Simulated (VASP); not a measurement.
Write the native input for VASP 6.6.1 that does the following.

```
Task                   : relaxation of cell and atoms
Functional             : PBE
Potentials or basis    : VASP PAW PBE potentials, release 64 (Sn_d, O)
Cutoff                 : 600 eV
k mesh                 : 6 × 6 × 9
Occupations            : fermi-dirac, width 0.05 eV
Spin                   : no spin polarisation
Further INCAR settings : ALGO = Normal; EDIFF = 1e-06; IBRION = 2; EDIFFG = -0.01; NSW = 60; ISIF = 3
```

The structure of SnO2 lies in POSCAR:

```
SnO2
1.0
    4.7380000000      0.0000000000      0.0000000000
    0.0000000000      4.7380000000      0.0000000000
    0.0000000000      0.0000000000      3.1865000000
Sn O
2 4
Direct
    0.0000000000      0.0000000000      0.0000000000
    0.5000000000      0.5000000000      0.5000000000
    0.3071000000      0.3071000000      0.0000000000
    0.1929000000      0.8071000000      0.5000000000
    0.6929000000      0.6929000000      0.0000000000
    0.8071000000      0.1929000000      0.5000000000
```

One way to write it, as run:

INCAR

```
  PREC = Accurate
  ENCUT = 600
  EDIFF = 1E-6
  ISMEAR = -1
  SIGMA = 0.05
  LREAL = F
  LASPH = T
  NELM = 80
  ALGO = Normal
  ISIF = 3
  LWAVE = F
  LCHARG = F
  GGA = PE
  IBRION = 2
  NSW = 60
  EDIFFG = -0.01
```

KPOINTS

```
regular mesh
0
Gamma
  6 6 9
```

Potentials or basis: VASP PAW PBE potentials, release 64 (Sn_d, O).

Run with:

```sh
$ cat potpaw_PBE.64/Sn_d/POTCAR potpaw_PBE.64/O/POTCAR > POTCAR
$ mpirun -np 1 vasp_std > vasp.out
```

Results of the run:

```json
{
  "Relaxed volume": "12.61 Å³/atom",
  "Relaxed cell": "a = 4.830 Å, b = 4.830 Å, c = 3.243 Å, α = 90.00°, β = 90.00°, γ = 90.00°",
  "Space group after relaxing (to 0.05 Å)": "P4_2/mnm (No. 136)",
  "Energy gained by relaxing": "23.7 meV/atom",
  "Ionic steps": "8",
  "Pressure after relaxing": "-0.1 GPa",
  "Largest force after relaxing": "0.003 eV/Å",
  "Band gap on the k mesh": "0.64 eV, direct"
}
```

Caveat: spin-orbit coupling is left out, which moves the levels of the heavy elements.

It took 11 min on 1 thread of Intel(R) Xeon(R) Platinum 8488C (Sapphire Rapids) (shared host), peak memory 0.27 GiB.
